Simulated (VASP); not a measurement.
# LiH in VASP: one cell, several levels of theory, part 1 of 2

What does VASP give for LiH in the rocksalt structure, under +1.0 % biaxial strain in x and y, free along z, the cell held fixed? Runs: PBE, r2SCAN. The results are then set beside those of Ansatz 0.2.0 for the same cell.

Code: VASP 6.6.1. PAW datasets, plane waves. Computed at 0 K without zero-point motion; spin polarisation is off.

## 1. The structure to begin with

The cell comes from an earlier relaxation with r2SCAN in another program, then strained, with the atoms relaxed again.

The symmetry is I4/mmm (No. 139, tetragonal); conventional cell a = 2.861 Å, c = 3.993 Å, 8.17 Å³ an atom. Near Li stand 6 H at 2.00–2.02 Å; near H stand 6 Li at 2.00–2.02 Å.

As a file:

```cif
data_structure
_symmetry_space_group_name_H-M 'P 1'
_symmetry_Int_Tables_number 1
_cell_length_a 2.8423
_cell_length_b 2.8423
_cell_length_c 2.8610
_cell_angle_alpha 59.783
_cell_angle_beta 59.783
_cell_angle_gamma 60.435
_cell_volume 16.34
loop_
_atom_site_label
_atom_site_type_symbol
_atom_site_fract_x
_atom_site_fract_y
_atom_site_fract_z
_atom_site_occupancy
Li1 Li 0.00000 0.00000 0.00000 1
H1 H 0.50000 0.50000 0.50000 1
```

## 2. PBE

INCAR

```
ENCUT = 520.000000
SIGMA = 0.020000
EDIFF = 1.00e-07
GGA = PE
PREC = Accurate
IBRION = -1
ISIF = 2
ISMEAR = -1
NBANDS = 9
NELM = 120
NSW = 0
LASPH = .TRUE.
LCHARG = .FALSE.
LWAVE = .FALSE.
LREAL = .FALSE.
```

KPOINTS

```
KPOINTS created by Atomic Simulation Environment
0
Gamma
10 10 10
0 0 0
```

KPOINTS_OPT

```
special points
8
Reciprocal
0.0000000000 0.0000000000 0.0000000000 1
0.5000000000 0.0000000000 0.5000000000 1
0.6250000000 0.2500000000 0.6250000000 1
0.3750000000 0.3750000000 0.7500000000 1
0.5000000000 0.5000000000 0.5000000000 1
0.5000000000 0.2500000000 0.7500000000 1
0.5000000000 0.5000000000 0.0000000000 1
0.0000000000 0.5000000000 0.5000000000 1
```

POSCAR

```
Li H
 1.0000000000000000
     0.0000000000000000    2.0230247895000000    1.9965451168999999
     2.0230247895000000    0.0000000000000000    1.9965451168999999
     2.0230247895000000    2.0230247895000000    0.0000000000000000
 Li  H
   1   1
Cartesian
  0.0000000000000000  0.0000000000000000  0.0000000000000000
  2.0230247895000000  2.0230247895000000  1.9965451168999999
```

Potentials: the recommended PBE PAW datasets, 4 valence electrons in the neutral cell.

Launch:

```bash
$ mpirun -np 1 vasp_std
```

Printed to the terminal (iteration lines stand in OSZICAR):

```text
POSCAR found type information on POSCAR LiH
 POSCAR found :  2 types and       2 ions
 LDA part: xc-table for (Slater+PW92), standard interpolation
 POSCAR, INCAR and KPOINTS ok, starting setup
 FFT: planning ... GRIDC
 FFT: planning ... GRID_SOFT
 FFT: planning ... GRID
 WAVECAR not read
 entering main loop
 Start KPOINTS_OPT (optional k-point list driver)
k-point batch [1-8\8]
```

OSZICAR:

```text
N       E                     dE             d eps       ncg     rms          rms(c)
DAV:   1    -0.147806273042E+01   -0.14781E+01   -0.14407E+03  1884   0.399E+02
DAV:   2    -0.629831277286E+01   -0.48203E+01   -0.47892E+01  2636   0.563E+01
DAV:   3    -0.636782047022E+01   -0.69508E-01   -0.69471E-01  2245   0.542E+00
DAV:   4    -0.636810702485E+01   -0.28655E-03   -0.28654E-03  2609   0.315E-01
DAV:   5    -0.636810744880E+01   -0.42395E-06   -0.42394E-06  2307   0.116E-02    0.287E+00
DAV:   6    -0.618535615772E+01    0.18275E+00   -0.15001E-01  2029   0.119E+00    0.144E+00
DAV:   7    -0.612445814593E+01    0.60898E-01   -0.19301E-01  2166   0.154E+00    0.220E-01
DAV:   8    -0.612629345599E+01   -0.18353E-02   -0.45385E-03  2190   0.434E-01    0.436E-02
DAV:   9    -0.612622067149E+01    0.72784E-04   -0.15955E-04  2364   0.479E-02    0.720E-03
DAV:  10    -0.612621552139E+01    0.51501E-05   -0.67897E-06  2092   0.185E-02    0.239E-03
DAV:  11    -0.612621466934E+01    0.85204E-06   -0.19230E-07  2693   0.213E-03    0.529E-04
DAV:  12    -0.612621386687E+01    0.80247E-06   -0.56416E-09  1265   0.623E-04    0.460E-04
DAV:  13    -0.612621404677E+01   -0.17990E-06   -0.95005E-09  1137   0.442E-04    0.302E-05
DAV:  14    -0.612621407749E+01   -0.30717E-07   -0.38177E-10  1076   0.164E-04
   1 F= -.61262141E+01 E0= -.61262141E+01  d E =-.171034E-13
       N       E                     dE             ncg
DAV:   1    -0.510644316987E+02   -0.21014E+04      144
DAV:   2    -0.836975289843E+02   -0.32633E+02      190
DAV:   3    -0.844475386301E+02   -0.75001E+00      198
DAV:   4    -0.844483029838E+02   -0.76435E-03      207
DAV:   5    -0.844483062788E+02   -0.32950E-05      213
DAV:   6    -0.844483062891E+02   -0.10215E-07      206
```

The lines after F= are the extra pass for the points of KPOINTS_OPT, at fixed density; their E is not a total energy.

From OUTCAR:

```text
k-points           NKPTS =    102   k-points in BZ     NKDIM =    102   number of bands    NBANDS=      9

   NELECT =       4.0000    total number of electrons

   dimension x,y,z NGX =    24 NGY =   24 NGZ =   24
   dimension x,y,z NGXF=    48 NGYF=   48 NGZF=   48

  energy-cutoff  :      520.00
  volume of cell :       16.34
      direct lattice vectors                 reciprocal lattice vectors
     0.000000000  2.023024789  1.996545117    -0.247154658  0.247154658  0.250432608
     2.023024789  0.000000000  1.996545117     0.247154658 -0.247154658  0.250432608
     2.023024789  2.023024789  0.000000000     0.247154658  0.247154658 -0.250432608

 k-points in reciprocal lattice and weights: KPOINTS created by Atomic Simulation Env
   0.00000000  0.00000000  0.00000000       0.001
   0.10000000  0.00000000  0.00000000       0.008
   0.20000000  0.00000000  0.00000000       0.008
   0.30000000 -0.00000000  0.00000000       0.008
   0.40000000 -0.00000000  0.00000000       0.008
   0.50000000  0.00000000  0.00000000       0.004
   0.10000000  0.10000000  0.00000000       0.002
   0.20000000  0.10000000  0.00000000       0.008
[... 94 more k-points ...]

 E-fermi :   0.5870

 k-point     1 :       0.0000    0.0000    0.0000
  band No.  band energies     occupation
      1     -44.2820      2.00000
      2      -5.3541      2.00000
      3      15.9175      0.00000
      4      17.6900      0.00000
      5      17.8024      0.00000
      6      17.8024      0.00000
      7      22.4296      0.00000
      8      22.4296      0.00000
      9      22.5036      0.00000

 k-point     2 :       0.1000    0.0000    0.0000
  band No.  band energies     occupation
      1     -44.2778      2.00000
      2      -5.1781      2.00000
      3      14.4893      0.00000
      4      16.7596      0.00000
      5      17.3722      0.00000
      6      17.3926      0.00000
      7      21.8856      0.00000
      8      23.2705      0.00000
      9      23.2940      0.00000

 k-point     3 :       0.2000    0.0000    0.0000
  band No.  band energies     occupation
      1     -44.2669      2.00000
      2      -4.6642      2.00000
      3      11.2890      0.00000
      4      15.4886      0.00000
      5      16.7309      0.00000
      6      16.7989      0.00000
      7      22.6912      0.00000
      8      22.8555      0.00000
      9      23.3072      0.00000

 k-point     4 :       0.3000   -0.0000    0.0000
  band No.  band energies     occupation
      1     -44.2533      2.00000
      2      -3.8719      2.00000
      3       8.1785      0.00000
      4      14.4544      0.00000
      5      16.3154      0.00000
      6      16.4665      0.00000
      7      20.8263      0.00000
      8      21.2164      0.00000
      9      24.2511      0.00000

 k-point     5 :       0.4000   -0.0000    0.0000
  band No.  band energies     occupation
      1     -44.2422      2.00000
      2      -3.0006      2.00000
      3       5.8439      0.00000
      4      13.7802      0.00000
      5      16.2226      0.00000
      6      16.4489      0.00000
      7      19.3718      0.00000
      8      19.6996      0.00000
      9      26.0444      0.00000

 k-point     6 :       0.5000    0.0000    0.0000
  band No.  band energies     occupation
      1     -44.2381      2.00000
      2      -2.5635      2.00000
      3       4.9103      0.00000
      4      13.5473      0.00000
      5      16.2644      0.00000
      6      16.5310      0.00000
      7      18.8078      0.00000
      8      19.0982      0.00000
      9      27.0779      0.00000

 k-point     7 :       0.1000    0.1000    0.0000
  band No.  band energies     occupation
      1     -44.2762      2.00000
      2      -5.1145      2.00000
      3      14.6690      0.00000
      4      16.1258      0.00000
      5      16.1258      0.00000
      6      18.5861      0.00000
      7      19.7624      0.00000
      8      24.7108      0.00000
      9      24.7108      0.00000

 k-point     8 :       0.2000    0.1000    0.0000
  band No.  band energies     occupation
      1     -44.2675      2.00000
      2      -4.7021      2.00000
      3      12.3556      0.00000
      4      14.8000      0.00000
      5      15.0991      0.00000
      6      18.3908      0.00000
      7      19.9669      0.00000
      8      23.4781      0.00000
      9      25.7488      0.00000

 k-point     9 :       0.3000    0.1000    0.0000
  band No.  band energies     occupation
      1     -44.2548      2.00000
      2      -3.9791      2.00000
      3       9.1829      0.00000
      4      13.6237      0.00000
      5      14.5088      0.00000
      6      17.6027      0.00000
      7      21.4300      0.00000
      8      22.4995      0.00000
      9      23.8692      0.00000

 k-point    10 :       0.4000    0.1000    0.0000
  band No.  band energies     occupation
      1     -44.2430      2.00000
      2      -3.0810      2.00000
      3       6.5392      0.00000
      4      12.7264      0.00000
      5      14.4077      0.00000
      6      16.6930      0.00000
      7      21.2733      0.00000
      8      22.0789      0.00000
      9      24.4455      0.00000

 k-point    11 :       0.5000    0.1000    0.0000
  band No.  band energies     occupation
      1     -44.2367      2.00000
      2      -2.4129      2.00000
      3       5.0595      0.00000
      4      12.1982      0.00000
      5      14.8024      0.00000
      6      15.9345      0.00000
      7      20.7938      0.00000
      8      21.4682      0.00000
      9      26.7041      0.00000

 k-point    12 :      -0.4000    0.1000    0.0000
  band No.  band energies     occupation
      1     -44.2383      2.00000
      2      -2.5817      2.00000
      3       5.4041      0.00000
      4      12.0664      0.00000
      5      15.5397      0.00000
      6      15.6603      0.00000
      7      20.0770      0.00000
      8      22.2743      0.00000
      9      26.5838      0.00000

 k-point    13 :      -0.3000    0.1000    0.0000
  band No.  band energies     occupation
      1     -44.2470      2.00000
      2      -3.4040      2.00000
      3       7.3832      0.00000
      4      12.3142      0.00000
      5      15.6145      0.00000
      6      16.8481      0.00000
      7      20.0307      0.00000
      8      23.5333      0.00000
      9      24.6913      0.00000

[... the tables of k-points 14 to 102 left out ...]

  Total       -0.1103452     -0.1103452     -0.0206718      0.0000000      0.0000000      0.0000000
  in kB      -10.8181350    -10.8181350     -2.0266392      0.0000000      0.0000000      0.0000000
  external PRESSURE =      -7.8876364 kB  Pullay stress =       0.0000000 kB

 POSITION                                       TOTAL-FORCE (eV/Angst)
 -----------------------------------------------------------------------------------
      0.00000      0.00000      0.00000         0.000000      0.000000     -0.000000
      2.02302      2.02302      1.99655         0.000000     -0.000000      0.000000
 -----------------------------------------------------------------------------------
    total drift:                                0.000000     -0.000000     -0.000000

  FREE ENERGIE OF THE ION-ELECTRON SYSTEM (eV)
  ---------------------------------------------------
  free  energy   TOTEN  =        -6.1262140775 eV

  energy  without entropy=       -6.1262140775  energy(sigma->0) =       -6.12621408
```

Hardware: 1 MPI rank of Intel Xeon Platinum 8488C, shared host.

The levels at the points of KPOINTS_OPT are read from vasprun.xml.

Band energies at the special points (eV, zero at the top of v, the last band that the electrons fill by count):

| point | v−1 | v | c | c+1 |
| --- | --- | --- | --- | --- |
| Γ | -44.37 | -5.44 | 15.83 | 17.60 |
| X | -44.31 | -0.10 | 2.87 | 10.69 |
| U | -44.32 | -0.59 | 4.01 | 7.49 |
| K | -44.31 | -0.53 | 4.17 | 7.41 |
| L | -44.33 | -2.65 | 4.82 | 13.46 |
| W | -44.31 | -0.27 | 5.11 | 5.28 |

The PBE gap is 2.87 eV and indirect ((0.50, 0.50, 0.00) to X), with 2.97 eV as the least direct one. The pressure is -0.79 GPa; the forces vanish within 0.01 eV/Å.

The maps below are laid out on this run's own conventional cell (a, b, c = 2.861, 2.861, 3.993 Å).

Density in a lattice plane of the grid's cell (edges 2.86 and 3.99 Å, at 0.000 of the third edge), which holds Li and H.

Ten even steps from '0' (0.05 e/Å³) to '9' (10.73 e/Å³):
```
652000000000000025
210000000000000001
000000000000000000
000000000000000000
000000000000000000
000000000000000000
000000000000000000
000000000000000000
100000000000000000
110000000000000001
100000000000000000
000000000000000000
000000000000000000
000000000000000000
000000000000000000
000000000000000000
000000000000000000
210000000000000001
652000000000000025
973100000000000137
```
Columns run along the first of these edges and rows up along the second, over one cell in 18 and 20 even steps from the bottom left corner. Atoms in the plane (fractional): Li at (0.00, 0.00), H at (0.00, 0.50).

ELF in the same plane.

Values, 12 rows by 8 columns:
```
0.91 0.44 0.01 0.07 0.11 0.07 0.01 0.44
0.07 0.02 0.03 0.07 0.09 0.07 0.03 0.02
0.41 0.38 0.24 0.10 0.08 0.10 0.24 0.38
0.99 0.97 0.73 0.22 0.09 0.22 0.73 0.97
1.00 1.00 0.96 0.42 0.11 0.42 0.96 1.00
1.00 1.00 0.98 0.51 0.12 0.51 0.98 1.00
1.00 1.00 0.96 0.42 0.11 0.42 0.96 1.00
0.99 0.97 0.73 0.22 0.09 0.22 0.73 0.97
0.41 0.38 0.24 0.10 0.08 0.10 0.24 0.38
0.07 0.02 0.03 0.07 0.09 0.07 0.03 0.02
0.91 0.44 0.01 0.07 0.11 0.07 0.01 0.44
0.99 0.98 0.02 0.06 0.13 0.06 0.02 0.98
```
Columns run along the first of these edges and rows up along the second, over one cell in 8 and 12 even steps from the bottom left corner. Atoms in the plane (fractional): Li at (0.00, 0.00), H at (0.00, 0.50).

Both are smooth fields of the valence electrons: close to the nuclei they are not physical.

The highest ELF values outside the cores: 1.00 at H.

(Continued in part 2 of 2.)
